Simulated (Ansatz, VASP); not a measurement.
**In in VASP and in Ansatz**

File INCAR:

```
SYSTEM = In
  PREC = Accurate
  ENCUT = 520
  EDIFF = 1E-6
  ISMEAR = 1
  SIGMA = 0.05
  LREAL = .False.
  LASPH = .True.
  NELM = 80
  ALGO = Normal
  ISIF = 2
  LWAVE = .False.
  LCHARG = .False.
  GGA = PE
  NBANDS = 12
```

The input KPOINTS:

```
Automatic mesh
0
Gamma
  19 19 19
  0 0 0
```

The input POSCAR:

```
In
1.0
    0.0000000000      2.3956139014      2.3956139014
    2.3956139014      0.0000000000      2.3956139014
    2.3956139014      2.3956139014      0.0000000000
In
1
Direct
    0.0000000000      0.0000000000      0.0000000000
```

Input for Ansatz:

```yaml
crystal:
  lattice:
    - [0.0, 2.3956139014, 2.3956139014]
    - [2.3956139014, 0.0, 2.3956139014]
    - [2.3956139014, 2.3956139014, 0.0]
  atoms:
    - { symbol: In, position: [0.0, 0.0, 0.0] }
kpoints:
  mp_grid: { grid: [19, 19, 19] }
  band_path:
    path:
      - [0.0, 0.0, 0.0]
      - [0.5, 0.0, 0.5]
      - [0.625, 0.25, 0.625]
      - [0.375, 0.375, 0.75]
      - [0.0, 0.0, 0.0]
      - [0.5, 0.5, 0.5]
      - [0.5, 0.25, 0.75]
      - [0.5, 0.0, 0.5]
    npoints: 14
scf:
  occupations: { method: methfessel_paxton, width: 0.05 }
hamiltonian:
  xc: pbe
  pseudopotentials: { kind: all_electron, lapw: { basis_error: 0.0005 } }
output:
  forces: true
  stress: true
  eigenvalues: true
  populations: true
```

This isn't the form of In at room conditions, which is tetragonal.

Alike in both runs: task single point; functional PBE; k mesh 19 × 19 × 19; occupations methfessel-paxton of order 1, width 0.05 eV; no spin polarisation.

|  | VASP | Ansatz |
| --- | --- | --- |
| version | VASP 6.6.1 | Ansatz 0.2.0 |
| potentials or method | VASP PAW PBE potentials, release 64 (In_d) | all-electron LAPW, scalar-relativistic |
| plane-wave cutoff (eV) | 520 | see its input |

```tsv
	VASP	Ansatz	Ansatz less VASP
gap on the k mesh at the Fermi level (eV)	none	none	-
pressure (GPa)	-0.1	-0.1	+0.05
```

A gap of «none» marks a metal or a gap that the smearing closes. Ansatz ran all-electron here, so the differences hold the error of VASP's frozen core and of both bases.
